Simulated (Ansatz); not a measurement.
## Notes on BaTiO3

```xyz
10
Lattice="3.9521 0.0000 3.9844 0.0000 3.9521 0.0000 3.9521 0.0000 -3.9844" Properties=species:S:1:pos:R:3 pbc="T T T"
Ba    0.0000    0.0000    0.0000
Ba    3.9521    0.0000    0.0000
Ti    1.9761    1.9761   -1.9045
Ti    5.9282    1.9761   -1.9045
O     1.9761    1.9761   -0.0837
O     5.9282    1.9761   -0.0837
O     1.9761    0.0000    1.9444
O     5.9282    0.0000    1.9444
O     3.9521    1.9761   -2.0400
O     3.9521    1.9761    1.9444
```

Method: PBE, with U_eff = 1.48 eV on Ti d (all-electron-ortho-atomic projectors), no spin polarisation; PAW, plane waves to 420 eV, 5×7×5 Γ-centred mesh, fermi-dirac occupations (width 0.1 eV) (Ansatz 0.2.0), atoms fixed.

Problem. What does the stress say?

Solution. The pressure is 10.0 GPa (compression positive), so with the atoms held at these fractions the cell would first expand. The principal stresses 9.1, 9.1, 11.7 GPa differ, so its shape would change too.

Problem. Which atom feels the largest force, and which way?

Solution. The largest is on Ti3 (and as large on other atoms): 0.55 eV/Å, components (0.00, 0.00, -0.55). It makes 180° with the line to a nearest neighbour, O5 at 1.82 Å, pointing away from it.

Problem. What is the character of the valence top and the conduction bottom?

Solution. Within 0.7 eV of the edges, the states project mainly on O p (95 %) below the gap and on Ti d (88 %) above it.

Problem. Metal or insulator? Give the gap.

Solution. The gap is 2.09 eV, indirect (the least direct gap found is 2.32 eV).

Problem. What do density and ELF say about some of the short contacts?

Solution. Ti–O at 1.82 Å: least valence density 1.01 e/Å³ and ELF 0.26 there. Ba–O at 2.77 Å: least valence density 0.20 e/Å³ and ELF 0.10 there, a closed-shell (ionic or weak) contact. These are pseudo-fields; inside the PAW spheres they differ from the all-electron ones.

Origin: a database entry at a rescaled volume.
